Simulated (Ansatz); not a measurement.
In: what symmetry allows forces and stress to be

```
CELL_PARAMETERS angstrom
1.68850 0.97486 9.03888
-1.68850 0.97486 9.03888
0.00000 -1.94972 9.03888
ATOMIC_POSITIONS crystal
In 0.00000 0.00000 0.00000
In 0.79045 0.79045 0.79045
In 0.20955 0.20955 0.20955
```

All numbers below come from DFT PBE, scalar-relativistic, plane waves, PAW in Ansatz.

Settings: cutoff 420 eV, Γ-centred mesh 15×15×15 on the computed 3-atom cell, Gaussian smearing of 0.10 eV; no spin polarisation.

This distorted cell has space group R-3m, with 12 operations.

**Question.** Without a calculation: in which directions can each atom feel a force?

**Answer.** A force must be left unchanged by every operation that keeps its atom in place, so it lies in the space that those operations leave fixed. Atoms that the group maps onto each other feel forces of one size.
| atom | site symmetry | operations at the site | equivalent to atom | allowed force (Cartesian) |
| --- | --- | --- | --- | --- |
| In1 | -3m | 12 | 1 | none |
| In2 | 3m | 6 | 2 | along (0.00, 0.00, 1.00) |
| In3 | 3m | 6 | 2 | along (0.00, 0.00, 1.00) |

That leaves 1 independent force component of 9. A relaxation in this cell that keeps the symmetry moves the atoms in these directions alone.

**Question.** And the stress tensor?

**Answer.** It must be invariant under the point group, which leaves 2 independent components: yz, xz, xy vanish; xx = yy.

**Question.** Do the computed values obey this?

**Answer.** Yes. Forces (eV/Å):
```
In1  0.000  0.000  0.000
In2  0.000  0.000 -1.250
In3  0.000  0.000  1.250
```

Stress (GPa, compression positive, xx yy zz yz xz xy): 0.27 0.27 0.85 0.00 0.00 0.00. The program imposes the same operations on density, forces and stress, so this confirms the analysis and is no independent test of the calculation.

This form isn't the element's structure at ambient conditions.